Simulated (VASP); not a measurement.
# InPd (P4/mmm) in VASP: a series of runs, part 2 of 2

VASP 6.6.1. Earlier steps stand in the parts before.

### 3 Single point, PBE

This run uses another cell than the first one, of the same volume but with other edges.

INCAR reads:

```
SYSTEM = InPd
  PREC = Accurate
  ENCUT = 520
  EDIFF = 1E-7
  ISMEAR = 0
  SIGMA = 0.15
  LREAL = .FALSE.
  LASPH = .TRUE.
  NELM = 100
  ALGO = Fast
  ISIF = 2
  LWAVE = .FALSE.
  LCHARG = .FALSE.
  GGA = PE
  NBANDS = 18
```

KPOINTS reads:

```
Automatic mesh
0
G
  16 16 16
  0 0 0
```

POSCAR reads:

```
InPd
1.0
    3.6727513771      0.0000000000      0.0000000000
    0.0000000000      3.6727513771      0.0000000000
    0.0000000000      0.0000000000      2.5966352236
In Pd
1 1
Direct
    0.0000000000      0.0000000000      0.0000000000
    0.5000000000      0.5000000000      0.5000000000
```

Potentials or basis: VASP PAW PBE potentials, release 64 (In_d, Pd).

Started as:

```sh
$ cat potpaw_PBE.64/In_d/POTCAR potpaw_PBE.64/Pd/POTCAR > POTCAR
$ mpirun -np 1 vasp_std > vasp.out
```

OUTCAR:

```text
SYSTEM = InPd
   PREC = Accurate
   ENCUT = 520
   EDIFF = 1E-7
   ISMEAR = 0
   LREAL = .FALSE.
   LASPH = .TRUE.
   NELM = 100
   ISIF = 2
   GGA = PE

 ion  position               nearest neighbor table
   1  0.000  0.000  0.000-   2 2.90   2 2.90   2 2.90   2 2.90   2 2.90   2 2.90   2 2.90   2 2.90

   2  0.500  0.500  0.500-   1 2.90   1 2.90   1 2.90   1 2.90   1 2.90   1 2.90   1 2.90   1 2.90

  LATTYP: Found a simple tetragonal cell.
 ALAT       =     3.6727513771
 C/A-ratio  =     0.7070000000

  Lattice vectors:

 A1 = (   3.6727513771,   0.0000000000,   0.0000000000)
 A2 = (   0.0000000000,   3.6727513771,   0.0000000000)
 A3 = (   0.0000000000,   0.0000000000,   2.5966352236)

Analysis of symmetry for initial positions (statically):
=====================================================================
 Subroutine PRICEL returns:
 Original cell was already a primitive cell.

 Routine SETGRP: Setting up the symmetry group for a
 simple tetragonal supercell.

 Subroutine GETGRP returns: Found 16 space group operations
 (whereof 16 operations were pure point group operations)
 out of a pool of 16 trial point group operations.

The static configuration has the point symmetry D_4h.

Analysis of symmetry for dynamics (positions and initial velocities):
=====================================================================
 Subroutine PRICEL returns:
 Original cell was already a primitive cell.

 Routine SETGRP: Setting up the symmetry group for a
 simple tetragonal supercell.

 Subroutine GETGRP returns: Found 16 space group operations
 (whereof 16 operations were pure point group operations)
 out of a pool of 16 trial point group operations.

The dynamic configuration has the point symmetry D_4h.

 Subroutine INISYM returns: Found 16 space group operations
 (whereof 16 operations are pure point group operations),
 and found     1 'primitive' translations

----------------------------------------------------------------------------------------

                                     Primitive cell

  volume of cell :      35.0263

  direct lattice vectors                    reciprocal lattice vectors
     3.672751377  0.000000000  0.000000000     0.272275441  0.000000000  0.000000000
     0.000000000  3.672751377  0.000000000     0.000000000  0.272275441  0.000000000
     0.000000000  0.000000000  2.596635224     0.000000000  0.000000000  0.385113778

  length of vectors
     3.672751377  3.672751377  2.596635224     0.272275441  0.272275441  0.385113778

  position of ions in fractional coordinates (direct lattice)
     0.000000000  0.000000000  0.000000000
     0.500000000  0.500000000  0.500000000

  ion indices of the primitive-cell ions
   primitive index   ion index
                 1           1
                 2           2

----------------------------------------------------------------------------------------

 KPOINTS: Automatic mesh

Automatic generation of k-mesh.
 Grid dimensions read from file:
 generate k-points for:   16   16   16

 Generating k-lattice:

  Cartesian coordinates                     Fractional coordinates (reciprocal lattice)
     0.017017215  0.000000000  0.000000000     0.062500000  0.000000000  0.000000000
     0.000000000  0.017017215  0.000000000     0.000000000  0.062500000  0.000000000
     0.000000000  0.000000000  0.024069611     0.000000000  0.000000000  0.062500000

  Length of vectors
     0.017017215  0.017017215  0.024069611

  Shift w.r.t. Gamma in fractional coordinates (k-lattice)
     0.000000000  0.000000000  0.000000000

 Subroutine IBZKPT returns following result:
 ===========================================

 Found    405 irreducible k-points:

 Following reciprocal coordinates:
            Coordinates               Weight
  0.000000  0.000000  0.000000      1.000000
  0.062500  0.000000  0.000000      4.000000
  0.125000  0.000000  0.000000      4.000000
  0.187500  0.000000  0.000000      4.000000
  0.250000  0.000000  0.000000      4.000000
  0.312500  0.000000  0.000000      4.000000
[... 16 lines left out ...]
  0.437500  0.125000  0.000000      8.000000
  0.500000  0.125000  0.000000      4.000000
 [... further k-points ...]
   k-points           NKPTS =    405   k-points in BZ     NKDIM =    405   number of bands    NBANDS=     18
   number of dos      NEDOS =    301   number of ions     NIONS =      2
   total plane-waves  NPLWV =  15680
   dimension x,y,z NGX =    28 NGY =   28 NGZ =   20
   dimension x,y,z NGXF=    56 NGYF=   56 NGZF=   40
   ions per type =               1   1
   NGX,Y,Z   is equivalent  to a cutoff of  12.67, 12.67, 12.80 a.u.
   NGXF,Y,Z  is equivalent  to a cutoff of  25.35, 25.35, 25.61 a.u.
 SYSTEM =  InPd
   PREC   = accura    normal or accurate (medium, high low for compatibility)
   ISTART =      0    job   : 0-new  1-cont  2-samecut
   ICHARG =      2    charge: 1-file 2-atom 10-const
   ISPIN  =      1    spin polarized calculation?
   LNONCOLLINEAR =      F non collinear calculations
   LSORBIT =      F    spin-orbit coupling
   LASPH  =      T    aspherical Exc in radial PAW
   ENCUT  =  520.0 eV  38.22 Ry    6.18 a.u.   6.83  6.83  4.83*2*pi/ulx,y,z
   NELM   =    100;   NELMIN=  2; NELMDL= -5     # of ELM steps
   EDIFF  = 0.1E-06   stopping-criterion for ELM
   LREAL  =      F    real-space projection
   EDIFFG = 0.1E-05   stopping-criterion for IOM
   NSW    =      0    number of steps for IOM
   IBRION =     -1    ionic relax: 0-MD 1-quasi-New 2-CG
   NFREE  =      0    steps in history (QN), initial steepest desc. (CG)
   ISIF   =      2    stress and relaxation
   ISYM   =      2    0-nonsym 1-usesym 2-fastsym
   POTIM  = 0.5000    time-step for ionic-motion
   TEBEG  =    0.0;   TEEND  =   0.0 temperature during run
   PSTRESS=    0.0 pullay stress
   NELECT =      23.0000    total number of electrons
   NUPDOWN=      -1.0000    fix difference up-down
   EMIN   =  10.00;   EMAX   =-10.00  energy-range for DOS
   EFERMI =   0.00;   METHOD = LEGACY
   ISMEAR =     0;   SIGMA  =   0.15  broadening in eV -4-tet -1-fermi 0-gaus
   EFERMI_NEDOS =   21; number of points for ismear=-14 and -15
   IALGO  =     68    algorithm
   IMIX   =      4    mixing-type and parameters
     AMIX     =   0.40;   BMIX     =  1.00
     AMIX_MAG =   1.60;   BMIX_MAG =  1.00
  volume/ion in A,a.u.               =      17.51       118.18
  Fermi-wavevector in a.u.,A,eV,Ry     =   1.422938  2.688964 27.548447  2.024754
  Thomas-Fermi vector in A             =   2.543589
   LORBIT       =      0    0 simple, 1 ext, 2 COOP (PROOUT), +10 PAW based schemes
   GGA     = PE    functional components
   LHFCALC =     F    Hartree Fock is set to
   AEXX    =    0.0000 exact exchange contribution
   IVDW    =     0    specifies the selected vdW correction
   LEPSILON=     F    determine dielectric tensor
   LRPA    =     F    only Hartree local field effects (RPA)
 non-spin polarized calculation
 RMM-DIIS sequential band-by-band and
 Gauss-broadening in eV      SIGMA  =   0.15
  energy-cutoff  :      520.00
  volume of cell :       35.03
 maximum number of plane-waves:       964
 NGX is ok and might be reduce to    28

 number of electron      23.0000012 magnetization

 Free energy of the ion-electron system (eV)
  ---------------------------------------------------
  ext. energy  EPLUGINS =         0.00000000
  ---------------------------------------------------
  free energy    TOTEN  =        -8.01234273 eV

  energy without entropy =       -8.00375399  energy(sigma->0) =       -8.00804836

 E-fermi :  10.4827     XC(G=0): -12.1901

 val. band max:       10.4826095946   @ k =   0.1875   0.1250   0.0625
 cond. band min:      10.4913443859   @ k =   0.3125   0.0000   0.3125
 fundamental gap:      0.0087347913
 Fermi energy:        10.4827217174

 k-point     1 :       0.0000    0.0000    0.0000
  band No.  band energies     occupation
      1      -5.5878      2.00000
      2      -4.5080      2.00000
      3      -4.3895      2.00000
      4      -4.0033      2.00000
      5      -4.0033      2.00000
      6       0.3330      2.00000
[... 10 lines left out ...]
     17      23.1792      0.00000
     18      23.1792      0.00000
[... 463 lines left out ...]
 k-point    24 :       0.5000    0.1250    0.0000
  band No.  band energies     occupation
      1      -5.5665      2.00000
      2      -4.4162      2.00000
      3      -4.3422      2.00000
      4      -4.0227      2.00000
      5      -4.0017      2.00000
      6       2.7161      2.00000
[... 10 lines left out ...]
     17      26.2791      0.00000
     18      26.7133      0.00000

 [... further k-points ...]

------------------------ aborting loop because EDIFF is reached ----------------------------------------

  FORCE on cell =-STRESS in cart. coord.  units (eV):
  Direction    XX          YY          ZZ          XY          YZ          ZX
  --------------------------------------------------------------------------------------
  -------------------------------------------------------------------------------------
  Total       -0.5341146     -0.5341146      9.4996292      0.0000000      0.0000000      0.0000000
  in kB      -24.4315485    -24.4315485    434.5334663      0.0000000      0.0000000      0.0000000
  external PRESSURE =     128.5567898 kB  Pullay stress =       0.0000000 kB

 VOLUME and BASIS-vectors are now :
 -----------------------------------------------------------------------------
  energy-cutoff  :      520.00
  volume of cell :       35.03
      direct lattice vectors                 reciprocal lattice vectors
     3.672751377  0.000000000  0.000000000     0.272275441  0.000000000  0.000000000
     0.000000000  3.672751377  0.000000000     0.000000000  0.272275441  0.000000000
     0.000000000  0.000000000  2.596635224     0.000000000  0.000000000  0.385113778

 POSITION                                       TOTAL-FORCE (eV/Angst)
 -----------------------------------------------------------------------------------
      0.00000      0.00000      0.00000         0.000000      0.000000      0.000000
      1.83638      1.83638      1.29832         0.000000      0.000000      0.000000
 -----------------------------------------------------------------------------------
    total drift:                                0.000000      0.000000      0.000000

  FREE ENERGIE OF THE ION-ELECTRON SYSTEM (eV)
  ---------------------------------------------------
  free  energy   TOTEN  =        -8.0123427294 eV

  energy  without entropy=       -8.0037539878  energy(sigma->0) =       -8.00804836
```

OSZICAR:

```text
N       E                     dE             d eps       ncg     rms          rms(c)
DAV:   1     0.168325100997E+03    0.16833E+03   -0.11134E+04 14968   0.166E+03
DAV:   2     0.107299935614E+01   -0.16725E+03   -0.16049E+03 14830   0.367E+02
DAV:   3    -0.802840963351E+01   -0.91014E+01   -0.90082E+01 16752   0.907E+01
DAV:   4    -0.823360647051E+01   -0.20520E+00   -0.20506E+00 17720   0.122E+01
DAV:   5    -0.824299969116E+01   -0.93932E-02   -0.93924E-02 19864   0.250E+00    0.726E+00
RMM:   6    -0.805710056334E+01    0.18590E+00   -0.27104E-01 16875   0.588E+00    0.376E+00
RMM:   7    -0.801824282440E+01    0.38858E-01   -0.58307E-02 17569   0.242E+00    0.130E+00
RMM:   8    -0.801293169349E+01    0.53111E-02   -0.18048E-02 18460   0.131E+00    0.398E-01
RMM:   9    -0.801225743087E+01    0.67426E-03   -0.26008E-03 21459   0.770E-01    0.174E-01
RMM:  10    -0.801233100904E+01   -0.73578E-04   -0.97650E-04 21069   0.300E-01    0.695E-02
RMM:  11    -0.801234087358E+01   -0.98645E-05   -0.22290E-04 24849   0.125E-01    0.674E-02
RMM:  12    -0.801234335367E+01   -0.24801E-05   -0.41504E-05 23768   0.486E-02    0.141E-01
RMM:  13    -0.801234291018E+01    0.44349E-06   -0.10836E-05 18038   0.328E-02    0.256E-02
RMM:  14    -0.801234280134E+01    0.10884E-06   -0.37470E-06 23864   0.150E-02    0.202E-02
RMM:  15    -0.801234272940E+01    0.71941E-07   -0.62504E-07 14942   0.604E-03
   1 F= -.80123427E+01 E0= -.80080484E+01  d E =-.858874E-02
```

stdout:

```text
POSCAR found type information on POSCAR InPd
 POSCAR found :  2 types and       2 ions
 scaLAPACK will be used
 LDA part: xc-table for (Slater+PW92), standard interpolation
 POSCAR, INCAR and KPOINTS ok, starting setup
 FFT: planning ... GRIDC
 FFT: planning ... GRID_SOFT
 FFT: planning ... GRID
 WAVECAR not read
 entering main loop
WARNING in EDDRMM: call to ZHEGV failed, returncode =   6  3     16
WARNING in EDDRMM: call to ZHEGV failed, returncode =   8  4     16
WARNING in EDDRMM: call to ZHEGV failed, returncode =   8  4     16
WARNING in EDDRMM: call to ZHEGV failed, returncode =   6  3     15
WARNING in EDDRMM: call to ZHEGV failed, returncode =   8  4     16
WARNING in EDDRMM: call to ZHEGV failed, returncode =   8  4     16
WARNING in EDDRMM: call to ZHEGV failed, returncode =   6  3     16
WARNING in EDDRMM: call to ZHEGV failed, returncode =   8  4     17
WARNING in EDDRMM: call to ZHEGV failed, returncode =   8  4     16
WARNING in EDDRMM: call to ZHEGV failed, returncode =   8  4     18
 num prob WARNING in EDDRMM: call to ZHEGV failed, returncode =   8  4     16
WARNING in EDDRMM: call to ZHEGV failed, returncode =   6  3     18
WARNING in EDDRMM: call to ZHEGV failed, returncode =   8  4     17
WARNING in EDDRMM: call to ZHEGV failed, returncode =   8  4     17
WARNING in EDDRMM: call to ZHEGV failed, returncode =   8  4     17
WARNING in EDDRMM: call to ZHEGV failed, returncode =   8  4     17
 num prob  num prob  num prob WARNING in EDDRMM: call to ZHEGV failed, returncode =   8  4     16
 num prob  num prob  num prob  num prob  num prob RMM:  15    -0.801234272940E+01    0.71941E-07   -0.62504E-07 14942   0.604E-03
```

Wall time 2.4 min (1 thread of AMD EPYC 9R14 (Zen 4), shared host); peak memory 0.33 GiB.

Results:

```
Free energy            : -8.0123 eV
Pressure               : 12.9 GPa
Band gap on the k mesh : none (metal or under the smearing width)
```
